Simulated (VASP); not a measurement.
# Ce (Fm-3m) in VASP: notebook

One crystal, Ce, is run at these levels: r2SCAN; tasks: single point.

Everything below comes from runs of VASP 6.6.1. Logs are shortened: lines on timing, memory, paths and dates and some standing lists are left out, and cuts for length are marked.

## Step 1: Starting point

It takes space group Fm-3m (No. 225, cubic). Conventional cell: a = 5.161 Å, b = 5.161 Å, c = 5.161 Å, α = 90.00°, β = 90.00°, γ = 90.00°. Around Ce (site symmetry m-3m) lie 12 Ce at 3.65 Å.

## Step 2: Single point, r2SCAN, collinear spin, ferromagnetic start

INCAR

```
  PREC = Accurate
  ENCUT = 550
  EDIFF = 1E-6
  ISMEAR = 1
  SIGMA = 0.15
  LREAL = False
  LASPH = True
  NELM = 100
  ALGO = Normal
  ISIF = 2
  LWAVE = False
  LCHARG = False
  ISPIN = 2
  MAGMOM = 1
  LORBIT = 11
  LMAXMIX = 6
  METAGGA = R2SCAN
  LMIXTAU = True
  NBANDS = 16
  ADDGRID = False
```

KPOINTS

```
Automatic mesh
0
Gamma
  3 3 3
```

POSCAR

```
Ce
1.0
    0.0000000000      2.5806000000      2.5806000000
    2.5806000000      0.0000000000      2.5806000000
    2.5806000000      2.5806000000      0.0000000000
Ce
1
Direct
    0.0000000000      0.0000000000      0.0000000000
```

Potentials or basis: VASP PAW PBE potentials, release 64 (Ce).

Run with:

```sh
$ cat potpaw_PBE.64/Ce/POTCAR > POTCAR
$ mpirun -np 1 vasp_std > vasp.out
```

OUTCAR:

```text
PREC = Accurate
   ENCUT = 550
   EDIFF = 1E-6
   ISMEAR = 1
   LREAL = False
   LASPH = True
   NELM = 100
   ISIF = 2
   ISPIN = 2
   LORBIT = 11
   METAGGA = R2SCAN

 Found      4 irreducible k-points:

 Following reciprocal coordinates:
            Coordinates               Weight
  0.000000  0.000000  0.000000      1.000000
  0.333333  0.000000  0.000000      8.000000
  0.333333  0.333333  0.000000      6.000000
 -0.333333  0.333333  0.000000     12.000000
   k-points           NKPTS =      4   k-points in BZ     NKDIM =      4   number of bands    NBANDS=     16
   number of dos      NEDOS =    301   number of ions     NIONS =      1
   total plane-waves  NPLWV =  21952
   dimension x,y,z NGX =    28 NGY =   28 NGZ =   28
   dimension x,y,z NGXF=    56 NGYF=   56 NGZF=   56
   ions per type =               1
   NGX,Y,Z   is equivalent  to a cutoff of  12.75, 12.75, 12.75 a.u.
   NGXF,Y,Z  is equivalent  to a cutoff of  25.51, 25.51, 25.51 a.u.
 SYSTEM =  unknown system
   PREC   = accura    normal or accurate (medium, high low for compatibility)
   ISTART =      0    job   : 0-new  1-cont  2-samecut
   ICHARG =      2    charge: 1-file 2-atom 10-const
   ISPIN  =      2    spin polarized calculation?
   LNONCOLLINEAR =      F non collinear calculations
   LSORBIT =      F    spin-orbit coupling
   LASPH  =      T    aspherical Exc in radial PAW
   ENCUT  =  550.0 eV  40.42 Ry    6.36 a.u.   6.98  6.98  6.98*2*pi/ulx,y,z
   NELM   =    100;   NELMIN=  2; NELMDL= -5     # of ELM steps
   EDIFF  = 0.1E-05   stopping-criterion for ELM
   LREAL  =      F    real-space projection
   EDIFFG = 0.1E-04   stopping-criterion for IOM
   NSW    =      0    number of steps for IOM
   IBRION =     -1    ionic relax: 0-MD 1-quasi-New 2-CG
   NFREE  =      0    steps in history (QN), initial steepest desc. (CG)
   ISIF   =      2    stress and relaxation
   ISYM   =      2    0-nonsym 1-usesym 2-fastsym
   POTIM  = 0.5000    time-step for ionic-motion
   TEBEG  =    0.0;   TEEND  =   0.0 temperature during run
   PSTRESS=    0.0 pullay stress
   NELECT =      12.0000    total number of electrons
   NUPDOWN=      -1.0000    fix difference up-down
   EMIN   =  10.00;   EMAX   =-10.00  energy-range for DOS
   EFERMI =   0.00;   METHOD = LEGACY
   ISMEAR =     1;   SIGMA  =   0.15  broadening in eV -4-tet -1-fermi 0-gaus
   EFERMI_NEDOS =   21; number of points for ismear=-14 and -15
   IALGO  =     38    algorithm
   IMIX   =      4    mixing-type and parameters
     AMIX     =   0.40;   BMIX     =  1.00
     AMIX_MAG =   1.60;   BMIX_MAG =  1.00
  volume/ion in A,a.u.               =      34.37       231.95
  Fermi-wavevector in a.u.,A,eV,Ry     =   1.152757  2.178395 18.080094  1.328849
  Thomas-Fermi vector in A             =   2.289406
   LORBIT       =     11    0 simple, 1 ext, 2 COOP (PROOUT), +10 PAW based schemes
   METAGGA = R2SCAN    functional components
   LHFCALC =     F    Hartree Fock is set to
   AEXX    =    0.0000 exact exchange contribution
   IVDW    =     0    specifies the selected vdW correction
   LEPSILON=     F    determine dielectric tensor
   LRPA    =     F    only Hartree local field effects (RPA)
 spin polarized calculation
 Methfessel and Paxton  Order N= 1 SIGMA  =   0.15
  energy-cutoff  :      550.00
  volume of cell :       34.37
 maximum number of plane-waves:      1018
   NGX = 13   NGY = 13   NGZ = 13

 number of electron      11.9999998 magnetization       1.5645190

 Free energy of the ion-electron system (eV)
  ---------------------------------------------------
  ext. energy  EPLUGINS =         0.00000000
  ---------------------------------------------------
  free energy    TOTEN  =       -30.91700950 eV

  energy without entropy =      -30.91535022  energy(sigma->0) =      -30.91645641

 E-fermi :   7.3775     XC(G=0): -10.6949

 val. band max:        7.2163459245   @ k =   0.3333   0.3333   0.0000
 cond. band min:       7.4002581902   @ k =   0.3333   0.0000   0.0000
 fundamental gap:      0.1839122658
 Fermi energy:         7.3774631642

 spin component 1

 k-point     1 :       0.0000    0.0000    0.0000
  band No.  band energies     occupation
      1     -28.8458      1.00000
      2     -10.4191      1.00000
      3     -10.4184      1.00000
      4     -10.4184      1.00000
      5       3.1657      1.00000
      6       6.3534      1.00000
      7       7.7268     -0.00240
      8       7.7280     -0.00233
      9       7.7280     -0.00233
     10       8.6201     -0.00000
     11       8.6201     -0.00000
     12       8.6210     -0.00000
     13       9.0366     -0.00000
     14       9.0385     -0.00000
     15       9.0385     -0.00000
     16      11.4636      0.00000

 k-point     2 :       0.3333    0.0000    0.0000
  band No.  band energies     occupation
      1     -28.6775      1.00000
      2     -11.6145      1.00000
      3     -10.5618      1.00000
      4     -10.5613      1.00000
      5       4.8774      1.00000
      6       6.6640      1.00000
      7       7.4003      0.37303
      8       7.8909     -0.00001
      9       7.8915     -0.00001
     10       8.4926     -0.00000
     11       8.4936     -0.00000
     12       8.6429     -0.00000
     13       8.9964     -0.00000
     14       8.9970     -0.00000
     15       9.0504     -0.00000
     16      12.2269      0.00000

 k-point     3 :       0.3333    0.3333    0.0000
  band No.  band energies     occupation
      1     -28.6224      1.00000
      2     -11.5470      1.00000
      3     -10.8236      1.00000
      4     -10.8236      1.00000
      5       5.1455      1.00000
      6       5.5406      1.00000
      7       7.2163      1.03121
      8       7.7139     -0.00337
      9       7.9634     -0.00000
     10       7.9634     -0.00000
     11       8.6051     -0.00000
     12       8.6051     -0.00000
     13       8.6740     -0.00000
     14       9.8219     -0.00000
     15      11.8220      0.00000
     16      11.8220      0.00000

 k-point     4 :      -0.3333    0.3333    0.0000
  band No.  band energies     occupation
      1     -28.5636      1.00000
      2     -11.4731      1.00000
      3     -11.4589      1.00000
      4     -10.7641      1.00000
      5       5.7302      1.00000
      6       6.8763      1.00001
      7       6.9381      1.00014
      8       7.7340     -0.00197
      9       8.0980     -0.00000
     10       8.1251     -0.00000
     11       8.4985     -0.00000
     12       8.5271     -0.00000
     13       8.5629     -0.00000
     14       8.6222     -0.00000
     15      10.8520      0.00000
     16      12.4034      0.00000
 Fermi energy:         7.3774631642

 spin component 2

 k-point     1 :       0.0000    0.0000    0.0000
  band No.  band energies     occupation
      1     -28.2021      1.00000
      2      -9.9125      1.00000
      3      -9.9125      1.00000
      4      -9.9124      1.00000
      5       4.1127      1.00000
      6       8.7344     -0.00000
      7       8.7344     -0.00000
      8       8.7346     -0.00000
      9       9.0965     -0.00000
     10       9.0965     -0.00000
     11       9.0965     -0.00000
     12       9.0981     -0.00000
     13       9.2520     -0.00000
     14       9.2520     -0.00000
     15       9.2522     -0.00000
     16      11.4521      0.00000

 k-point     2 :       0.3333    0.0000    0.0000
  band No.  band energies     occupation
      1     -28.0320      1.00000
      2     -11.1004      1.00000
      3     -10.0577      1.00000
      4     -10.0576      1.00000
      5       5.7554      1.00000
      6       8.4339     -0.00000
      7       8.7133     -0.00000
      8       8.7134     -0.00000
      9       8.7523     -0.00000
     10       8.7524     -0.00000
     11       8.8016     -0.00000
     12       9.2650     -0.00000
     13       9.4407     -0.00000
     14       9.4408     -0.00000
     15      10.2217     -0.00000
     16      12.5473      0.00000

 k-point     3 :       0.3333    0.3333    0.0000
  band No.  band energies     occupation
      1     -27.9762      1.00000
      2     -11.0210      1.00000
      3     -10.3275      1.00000
      4     -10.3275      1.00000
      5       5.6971      1.00000
      6       6.4692      1.00000
      7       8.6073     -0.00000
      8       8.8074     -0.00000
      9       8.8074     -0.00000
     10       8.8746     -0.00000
     11       9.0210     -0.00000
     12       9.0210     -0.00000
     13      10.0404     -0.00000
     14      10.6750      0.00000
     15      12.3731      0.00000
     16      12.3731      0.00000

 k-point     4 :      -0.3333    0.3333    0.0000
  band No.  band energies     occupation
      1     -27.9165      1.00000
      2     -10.9672      1.00000
      3     -10.9434      1.00000
      4     -10.2653      1.00000
      5       6.2960      1.00000
      6       7.6659     -0.01018
      7       8.4620     -0.00000
      8       8.5933     -0.00000
      9       8.7398     -0.00000
     10       8.7605     -0.00000
     11       9.1668     -0.00000
     12       9.1689     -0.00000
     13       9.5801     -0.00000
     14      10.1522     -0.00000
     15      10.9907      0.00000
     16      12.9736      0.00000

------------------------ aborting loop because EDIFF is reached ----------------------------------------

  FORCE on cell =-STRESS in cart. coord.  units (eV):
  Direction    XX          YY          ZZ          XY          YZ          ZX
  --------------------------------------------------------------------------------------
  -------------------------------------------------------------------------------------
  Total       -0.9598831     -0.9598831     -0.9598831      0.0000000      0.0000000     -0.0000000
  in kB      -44.7442121    -44.7442121    -44.7442121      0.0000000      0.0000000     -0.0000000
  external PRESSURE =     -44.7442121 kB  Pullay stress =       0.0000000 kB

 VOLUME and BASIS-vectors are now :
 -----------------------------------------------------------------------------
  energy-cutoff  :      550.00
  volume of cell :       34.37
      direct lattice vectors                 reciprocal lattice vectors
     0.000000000  2.580600000  2.580600000    -0.193753391  0.193753391  0.193753391
     2.580600000  0.000000000  2.580600000     0.193753391 -0.193753391  0.193753391
     2.580600000  2.580600000  0.000000000     0.193753391  0.193753391 -0.193753391

 POSITION                                       TOTAL-FORCE (eV/Angst)
 -----------------------------------------------------------------------------------
      0.00000      0.00000      0.00000         0.000000      0.000000      0.000000
 -----------------------------------------------------------------------------------
    total drift:                               -0.000000     -0.000000     -0.000000

  FREE ENERGIE OF THE ION-ELECTRON SYSTEM (eV)
  ---------------------------------------------------
  free  energy   TOTEN  =       -30.9170095039 eV

  energy  without entropy=      -30.9153502217  energy(sigma->0) =      -30.91645641

 total charge

# of ion       s       p       d       f       tot
--------------------------------------------------
    1        2.142   5.606   0.966   1.074   9.788

 magnetization (x)

# of ion       s       p       d       f       tot
--------------------------------------------------
    1        0.009   0.039   0.138   0.999   1.186
```

It took 25 s on 1 thread of AMD EPYC 9R45 (Zen 5), shared host; peak memory 0.16 GiB.

These settings aren't checked as converged: the numbers below hold their error.

What came out:

```
Free energy                                           : -30.9170 eV
Pressure                                              : -4.5 GPa
Band gap on the k mesh                                : none (metal or under the smearing width)
Net moment                                            : 1.56 μB per cell
Site moments                                          : Ce +1.19 μB
Valence electrons inside the program's atomic spheres : Ce 9.79
```

Caveat: the k mesh is coarse (spacing up to 0.70 Å⁻¹), so the values aren't converged; the magnetic or orbital state may not be the lowest; the PAW data sets were made with another functional, which shifts forces and pressure a little; spin-orbit coupling is left out, which moves the levels of the heavy elements.

## Step 3: Single point, r2SCAN, collinear spin, ferromagnetic start

INCAR is that of step 2.

KPOINTS is that of step 2.

POSCAR

```
Ce
1.0
   -0.0014590000      2.6450560000      2.5959010000
    2.4929090000     -0.0085020000      2.6029440000
    2.4890890000      2.6482780000     -0.0046820000
Ce
1
Direct
    0.0101940000     -0.0185160000      0.0163130000
```

Potentials or basis: VASP PAW PBE potentials, release 64 (Ce).

Run with:

```sh
$ cat potpaw_PBE.64/Ce/POTCAR > POTCAR
$ mpirun -np 1 vasp_std > vasp.out
```

Run time: 65 s. Hardware: 1 thread of AMD EPYC 9R45 (Zen 5), shared host; peak memory 0.17 GiB.

The run converged, but some of its settings lie outside the range that counts as converged, so its numbers aren't taken as properties of the crystal.

What came out:

| Quantity | Value |
| --- | --- |
| Free energy | -30.9064 eV |
| Pressure | -4.8 GPa |
| Band gap on the k mesh | none (metal or under the smearing width) |
| Net moment | 1.56 μB per cell |
| Site moments | Ce +1.18 μB |
| Valence electrons inside the program's atomic spheres | Ce 9.79 |

Caveat: the k mesh is coarse (spacing up to 0.70 Å⁻¹), so the values aren't converged; the magnetic or orbital state may not be the lowest; the PAW data sets were made with another functional, which shifts forces and pressure a little; spin-orbit coupling is left out, which moves the levels of the heavy elements.

## Step 4: Single point, r2SCAN, collinear spin, ferromagnetic start

INCAR, as its differences from that of step 3:

```diff
@@ -1,3 +1,3 @@
   PREC = Accurate
-  ENCUT = 550
+  ENCUT = 350
   EDIFF = 1E-6
```

KPOINTS

```
Automatic mesh
0
Gamma
  4 4 4
```

POSCAR

```
Ce
1.0
    0.0000000000      2.5806000000      2.5806000000
    2.5806000000      0.0000000000      2.5806000000
    2.5806000000      2.5806000000      0.0000000000
Ce
1
Direct
    0.0000000000      0.0000000000      0.0000000000
```

Run with:

```sh
$ cat potpaw_PBE.64/Ce/POTCAR > POTCAR
$ mpirun -np 1 vasp_std > vasp.out
```

It took 97 s on 1 thread of AMD EPYC 9R45 (Zen 5), shared host; peak memory 0.13 GiB.

The run converged, but some of its settings lie outside the range that counts as converged, so its numbers aren't taken as properties of the crystal.

Results:

```yaml
Free_energy: -30.5905 eV
Pressure: -1.5 GPa
Band_gap_on_the_k_mesh: none (metal or under the smearing width)
Net_moment: 1.87 μB per cell
Site_moments: Ce +1.29 μB
Valence_electrons_inside_the_program's_atomic_spheres: Ce 9.73
```

Caveat: the k mesh is coarse (spacing up to 0.53 Å⁻¹), so the values aren't converged; the magnetic or orbital state may not be the lowest; the PAW data sets were made with another functional, which shifts forces and pressure a little; spin-orbit coupling is left out, which moves the levels of the heavy elements.

## Step 5: The reference run

An earlier run on the cell as given: functional PBE; potentials or basis VASP PAW PBE potentials, release 64 (Ce); cutoff 520 eV; k mesh 9 × 9 × 9; occupations fermi-dirac, width 0.05 eV; collinear spin, ferromagnetic start; starting moments [1.0] μB.

- Pressure: -5.1 GPa
- Band gap on the k mesh: none (metal or under the smearing width)
- Net moment: 0.82 μB per cell
- Site moments: Ce +0.68 μB
- Valence electrons inside the program's atomic spheres: Ce 9.66
